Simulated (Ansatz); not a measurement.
## MnSb in the zincblende structure

Method: r²SCAN, scalar-relativistic; collinear spin; PAW, 500 eV, 10×10×10 k-mesh, Gaussian smearing of 0.05 eV; code Ansatz. The datasets are Ansatz's generated set soft_2.

```
Mn Sb
1.0
     0.00000    3.10029    3.10029
     3.10029    0.00000    3.10029
     3.10029    3.10029    0.00000
Mn Sb
1 1
Direct
  0.00000 0.00000 0.00000
  0.25000 0.25000 0.25000
```

This is a trial structure; measured cells of the compound in the Crystallography Open Database are in space group P63/mmc.

Magnetic state: ferromagnetic, site spin moments Mn 4.12; Sb -0.24 μB.

The run above is the reference. The same cell was run again with other input settings; several of them aren't fit for production, so the rows show the settings' effect and aren't properties of the material.

| keys changed | outcome | ΔE (meV/atom) | P (GPa) | gap on the mesh (eV) | cell moment (μB) | largest force component (eV/Å) | SCF iterations | rough core-seconds | new warnings |
| --- | --- | --- | --- | --- | --- | --- | --- | --- | --- |
| none (reference) | converged | 0.0 | 0.0 | metal | 4.00 | 0.000 | – | – | – |
| hamiltonian.hubbard: {"sites": [{"species": "Mn", "l": "d", "u_eff": 4.0}], "double_counting": "fll"} | converged | – | 3.8 | metal | 4.00 | 0.000 | 14 | 40 | filled band counts differ across k points |
| kpoints.mp_grid.grid: [10, 10, 10] → [5, 5, 5]; basis.xc_grid: 4; scf.occupations.width: 0.05 → null; scf.occupations.method: "gaussian" → "tetrahedron_uncorrected" | converged | 66.2 | 0.6 | metal | 4.00 | 0.000 | 18 | 16 | band table not solved further |
| hamiltonian.hubbard: {"sites": [{"species": "Mn", "l": "d", "u_eff": 2.0}], "double_counting": "fll"} | converged | – | 2.0 | metal | 4.00 | 0.000 | 16 | 40 | filled band counts differ across k points |
| scf.mixing.preconditioner: "local_kerker"; basis.ecutwfc: 500 → "22.0 Ry" | converged | 121.0 | 0.3 | metal | 4.00 | 0.000 | 14 | 21 | cutoff below recommended |
| scf.occupations.width: 0.05 → null; scf.occupations.method: "gaussian" → "tetrahedron_uncorrected" | converged | 18.9 | 0.2 | metal | 4.00 | 0.000 | 19 | 60 | band table not solved further |
| scf.mixing.preconditioner: "ldos" | converged | 0.0 | 0.0 | metal | 4.00 | 0.000 | 12 | 40 | – |
| scf.mixing.algorithm: "broyden"; scf.mixing.beta: 0.2; scf.mixing.ndim: 2; scf.mixing.preconditioner: "local_kerker" | converged | 0.0 | 0.0 | metal | 4.00 | 0.000 | 20 | 50 | – |

ΔE is the energy with the smearing extrapolated to zero. It is left out where the change alters the Hamiltonian or the spin treatment. The varied runs start from atomic densities (corrected by the program's trained start where that serves), with the default search for lower states unless a row changes it, while the reference went on from a saved state, so a magnet may end in another state whatever the setting.

Problem. What happens with these changes: scf.occupations.method: "gaussian" → "cold"; hamiltonian.dispersion: "d3bj"?

Solution. outcome converged, P (GPa) -0.9, gap on the mesh (eV) metal, cell moment (μB) 4.00, largest force component (eV/Å) 0.000, SCF iterations 17, rough core-seconds 40, new warnings dispersion damping borrowed.

The pair part of a dispersion correction pulls inward (a three-body part mostly pushes out), and in metals and ionic crystals with large ions it often overbinds.

1 further run (cut off, refused for memory, with changed atoms or starts, or in doubt) is left out.

Of the reference: No spin–orbit coupling, a notable omission for heavy elements. The run wasn't fully tested for a lower electronic state. Site moments are of spin, integrated over atomic spheres. The moments were started parallel, and the real magnetic order may be another.
